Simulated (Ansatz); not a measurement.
The system is Fe3Ge.

```xyz
4
Lattice="0.0000 2.8756 2.8756 2.8756 0.0000 2.8756 2.8756 2.8756 0.0000" Properties=species:S:1:pos:R:3 pbc="T T T"
Ge    0.0000    0.0000    0.0000
Fe    4.3134    4.3134    4.3134
Fe    1.4378    1.4378    1.4378
Fe    2.8756    2.8756    2.8756
```

The cell comes from a database or a generator and needn't be the stable form of this composition.

```yaml
Program: Ansatz 0.2.0
Task: relaxation of cell and atoms
Functional: PBEsol
Dispersion: D3(BJ)-ATM
Potentials_or_basis: Ansatz PAW
Cutoff: "420 eV (not typed: the program's choice for these potentials)"
k_mesh: 8 × 8 × 8
Occupations: fermi-dirac, width 0.05 eV
Spin: collinear spin, ferromagnetic start
Starting_moments: "[0.0, 3.0, 3.0, 3.0] μB"
```

At the start: volume 11.89 Å³/atom.

How do energy, volume and symmetry change on relaxing?

It ends after 6 steps and the volume is 10.95 Å³/atom (-7.9 %); space group Fm-3m (No. 225, to 0.05 Å); moment 4.99 μB per cell.

Step by step:
```
step  energy change (eV)  largest force (eV/Å)  volume (Å³)
   1              0.0000                0.0000        47.56
   2             -0.1801                0.0000        45.02
   3             -0.2022                0.0000        43.31
   4             -0.2058                0.0000        43.76
   5             -0.2058                0.0000        43.78
   6             -0.2039                0.0000        43.78
```

Final structure:
```
CELL_PARAMETERS angstrom
0.00000 2.79746 2.79746
2.79746 0.00000 2.79746
2.79746 2.79746 0.00000
ATOMIC_POSITIONS crystal
Ge 0.00000 0.00000 0.00000
Fe 0.75000 0.75000 0.75000
Fe 0.25000 0.25000 0.25000
Fe 0.50000 0.50000 0.50000
```

Caveat: the plane-wave basis is chosen anew once the cell has moved, so the energies of steps on either side of that aren't comparable; pairwise dispersion overbinds metals, which lowers pressure and volume; the PAW data sets come from PBE, with cores solved anew for the run's functional, which leaves a small shift of forces and pressure.
